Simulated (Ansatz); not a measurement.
Runs of Ansatz 0.2.0 on Ta. Symmetry: P6_3/mmc, No. 194, hexagonal system. The conventional cell has a = 2.900 Å, b = 2.900 Å, c = 5.166 Å, α = 90.00°, β = 90.00°, γ = 120.00°. Ta (site symmetry -6m2) has 12 Ta at 2.90 to 3.08 Å as nearest neighbours. This isn't the form of Ta at room conditions, which is bcc.

```csv
task,level,potentials or basis,cell,cutoff (eV),smearing,basis error allowed,gap on the mesh (eV),pressure (GPa)
band structure,PBEsol,"all-electron LAPW, inner shells corrected to Dirac's equation",as given,252,fermi-dirac 0.05 eV,0.001 eV/atom,-,-7.3
single point,LDA,"all-electron LAPW, scalar-relativistic",as given,252,gaussian 0.1 eV,0.001 eV/atom,none,-12.0
density of states,LDA,"all-electron LAPW, scalar-relativistic","atoms moved at random, drawn with an rms of 0.1 Å",252,methfessel-paxton 0.2 eV,0.001 eV/atom,none,(a)
band structure,PBEsol,"all-electron LAPW, scalar-relativistic",as given,252,fermi-dirac 0.05 eV,0.001 eV/atom,-,-7.3
band structure,PBEsol,all-electron PAW datasets made for the crystal,as given,240,fermi-dirac 0.05 eV,-,-,-7.3
band structure,PBEsol,"all-electron LAPW, non-relativistic",as given,247,fermi-dirac 0.05 eV,0.001 eV/atom,-,0.3
```

Alike in all rows: no spin polarisation; k mesh 11 × 11 × 5.

**Question.** Estimate the missing entries.

**Answer.** (a) -12.1.

Caveats: relativity is left out, which matters for the heavier elements (some runs).

A k mesh can miss the band edges, and the runs leave out spin-orbit coupling on Ta.

A gap of «none» marks a metal or a gap under the smearing width.

Not every run made on this cell is shown here.
